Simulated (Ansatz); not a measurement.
CdS, NiAs type: a single-point calculation in the PAW code Ansatz (HSE06). The cell was relaxed with r2SCAN and then strained (uniaxial +2.55 % along x, other directions held), with the atoms relaxed again with r2SCAN; k points keep the names of the unstrained zone.

input.yaml:
```yaml
crystal:
  lattice:
    - [3.9389881591, 0.0, 0.0]
    - [-1.9694940795, 3.3264396011, 0.0]
    - [0.0, 0.0, 6.4452705721]
  atoms:
    - { symbol: Cd, position: [0.0, 0.0, 0.0] }
    - { symbol: Cd, position: [0.0, 0.0, 0.5] }
    - { symbol: S, position: [0.3322526465, 0.664505293, 0.25] }
    - { symbol: S, position: [0.6677473535, 0.335494707, 0.75] }
kpoints:
  mp_grid: { grid: [6, 6, 4] }
  band_path:
    path:
      - [0.0, 0.0, 0.0]
      - [0.5, 0.0, 0.0]
      - [0.3333333333, 0.3333333333, 0.0]
      - [0.0, 0.0, 0.5]
      - [0.5, 0.0, 0.5]
      - [0.3333333333, 0.3333333333, 0.5]
    npoints: 1
hamiltonian:
  xc: hse06
scf:
  occupations: { method: fixed }
  n_extra_bands: 5
output:
  forces: true
  stress: true
  eigenvalues: true
  write_density: true
  write_potential: true
  elf: true
  volumetric_format: npy
```

Command: `ansatz run input.yaml --threads 4 --pin off --max-ram 3686MiB --backend cpu --events-out ev --progress --plain --runs-dir out`.

Abridged output:
```
Pseudopotential: Cd, paw, valence charge 20, recommended cutoff 420 eV (normal)
Pseudopotential: S, paw, valence charge 6, recommended cutoff 420 eV (normal)
Functional definition: HSE06
Crystal: 4 atoms, lattice volume = 84.451 Å³
Basis set: ecut = 420 eV, 1673 PW (Γ)
Bands: 31, of which v1, the nominal top of the filled ones, is band 26 counted from 1 (25 counted from 0)
Symmetry: 8 space group operations
Space group: Cmcm (ITA 63)
k-points: 39 of 144
[warm-up without exact exchange]
SCF iter   1: HF=-18314.938722 eV  Δρ=1.62e-3  dr2=2.04e-3
SCF iter   2: HF=-18314.938680 eV  Δρ=6.15e-4  dr2=2.57e-4
SCF iter   3: HF=-18314.938687 eV  Δρ=2.46e-4  dr2=3.83e-5
SCF iter   4: HF=-18314.938707 eV  Δρ=6.52e-5  dr2=1.32e-6
SCF 1 stopped early in 4 iterations: F = -18314.938710 eV  dr2 = 1.32e-6
[exact exchange on]
Exchange kernel: α = 0.2500, screened, ω = 0.2079 Å⁻¹, Wigner–Seitz truncation, v(0) = 1046.6860 eV·Å³, q-mesh 6×6×4
SCF iter   1: HF=-18323.649807 eV  Δρ=7.41e-3  dr2=3.29e-2
preconditioner: auto → none  [insulator: Δε(μ)=1.435 eV  ℏωp=24.2 eV]
SCF iter   2: HF=-18323.641655 eV  Δρ=2.69e-3  dr2=5.02e-3
SCF iter   3: HF=-18323.659761 eV  Δρ=1.88e-3  dr2=2.10e-3
SCF iter   4: HF=-18323.659276 eV  Δρ=3.75e-4  dr2=1.14e-4
SCF iter   5: HF=-18323.659555 eV  Δρ=2.17e-4  dr2=3.58e-5
SCF iter   6: HF=-18323.659547 eV  Δρ=2.86e-5  dr2=2.82e-6
SCF 2 stopped early in 6 iterations: F = -18323.659547 eV  dr2 = 2.82e-6
hybrid outer 1: dexx = +2.085e-2 eV, tail = 6.95e-5 eV
SCF iter   1: HF=-18323.659578 eV  Δρ=5.66e-5  dr2=2.81e-6
SCF iter   2: HF=-18323.659590 eV  Δρ=2.06e-5  dr2=2.47e-7
SCF iter   3: HF=-18323.659591 eV  Δρ=8.99e-6  dr2=3.43e-8
SCF iter   4: HF=-18323.659591 eV  Δρ=4.23e-6  dr2=4.15e-9
SCF iter   5: HF=-18323.659591 eV  Δρ=4.10e-7  dr2=4.32e-10
SCF 3 converged in 5 iterations: F = -18323.659591 eV  dr2 = 4.32e-10
hybrid outer 2: dexx = +4.828e-7 eV, tail = 4.76e-8 eV, Δε = 3.94e-3 eV, ΔF = 2.39e-4 eV/Å
hybrid SCF converged: 2 outer / 11 inner (+4 warm-up)
Free energy (F): -18323.659578 eV
Fermi energy:    8.643038 eV
--- Forces (eV/Å), atoms counted from 1 ---
  atom   1  Cd      0.00000      0.00000      0.00000
  atom   2  Cd      0.00000      0.00000      0.00000
  atom   3  S       0.00000    -0.00787      0.00000
  atom   4  S       0.00000      0.00787      0.00000
--- Stress (GPa, compression-positive) ---
       -2.515467       0.000000       0.000000
        0.000000      -1.678714       0.000000
        0.000000       0.000000      -1.258857
  P = ⅓ Tr σ = -1.8177 GPa (-18.177 kbar)
```

bands.tsv, columns around the gap (it counts bands from 0):
```tsv
# k_distance	band_21	band_22	band_23	band_24	band_25	band_26	band_27	band_28	band_29
# fermi_ev = 8.643038
# [0, 0, 0] at k_distance = 0.000000
# [0.5, 0, 0] at k_distance = 0.926874
# [0.3333333333, 0.3333333333, 0] at k_distance = 1.468783
# [0, 0, 0.5] at k_distance = 2.657164
# [0.5, 0, 0.5] at k_distance = 3.584038
# [0.3333333333, 0.3333333333, 0.5] at k_distance = 4.125947
# levels_relative_to = fermi_ev
0.000	-0.836	-0.819	-0.773	-0.100	0.000	1.505	4.251	7.586	7.970
0.927	-3.903	-3.190	-2.132	-1.485	-0.027	3.582	4.779	4.798	7.085
1.469	-3.117	-2.394	-2.386	-2.039	-1.997	2.060	6.451	7.995	8.023
2.657	-3.564	-0.435	-0.435	-0.359	-0.359	3.935	3.935	7.893	7.893
3.584	-4.915	-1.386	-1.386	-1.179	-1.179	3.088	3.088	6.923	6.923
4.126	-4.378	-3.538	-3.538	-0.356	-0.356	4.721	4.721	5.424	5.424
```
In order the rows are Γ, M, K, A, L, H.

Planar averages along the third cell vector, from rho_z.tsv and v_z.tsv (valence density with its augmentation; electrostatic potential energy of an electron, of which only differences have a meaning):
```
z (Å)  ρ (e/Å³)  v_es (eV)
 0.00     1.603       5.07
 0.43     0.817       6.42
 0.86     0.295       8.04
 1.29     0.317       6.29
 1.72     0.317       5.93
 2.15     0.299       7.31
 2.58     0.427       7.50
 3.01     1.344       5.46
 3.29     1.572       5.12
 3.72     0.658       6.78
 4.15     0.289       7.92
 4.58     0.319       6.11
 5.01     0.318       5.99
 5.44     0.292       7.67
 5.87     0.526       7.15
 6.30     1.482       5.25
```

HSE06 gives a direct gap of 1.51 eV at Γ. The mean pressure at these positions is -1.8 GPa, compression counted positive. The stress of a hybrid is loosely converged here.

The calculation is spin-unpolarised, and the structure need not be a phase that has been made.

Spin-orbit coupling is left out.

The meshes of the hybrids are coarse, so their gaps aren't converged to the digits shown.
